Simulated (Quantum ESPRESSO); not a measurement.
Crystal: Al.

```
Al
1.0
     0.00000    2.02481    2.02481
     2.02481    0.00000    2.02481
     2.02481    2.02481    0.00000
Al
1
Direct
  0.00000 0.00000 0.00000
```

```yaml
Program: Quantum ESPRESSO 7.5
Task: relaxation of cell and atoms
Functional: PBEsol
Dispersion: D3
Potentials_or_basis: PseudoDojo 0.4.1 SR PBE standard
Cutoff: 544 eV
Density_cutoff: 2177 eV
k_mesh: 11 × 11 × 11
Occupations: fermi-dirac, width 0.05 eV
Spin: no spin polarisation
```

At the start: pressure -2.7 GPa; volume 16.60 Å³/atom.

How do energy, volume and symmetry change on relaxing?

Over 3 steps the energy falls by 4.9 meV/atom and the volume is 16.03 Å³/atom (-3.4 %); space group Fm-3m (No. 225, to 0.05 Å).

The path:
| step | energy change (eV) | largest force (eV/Å) | pressure (GPa) | volume (Å³) |
| --- | --- | --- | --- | --- |
| 1 | 0.0000 | 0.0000 | -2.74 | 16.60 |
| 2 | -0.0028 | 0.0000 | -1.81 | 16.40 |
| 3 | -0.0049 | 0.0000 | 0.08 | 16.03 |

Final structure:
```yaml
crystal:
  lattice:
    - [0.00000, 2.00134, 2.00134]
    - [2.00134, 0.00000, 2.00134]
    - [2.00134, 2.00134, 0.00000]
  atoms:
    - { symbol: Al, position: [0.00000, 0.00000, 0.00000] }
```

Caveat: the potentials were made for another functional, which shifts forces and pressure; pairwise dispersion overbinds metals, which lowers pressure and volume.
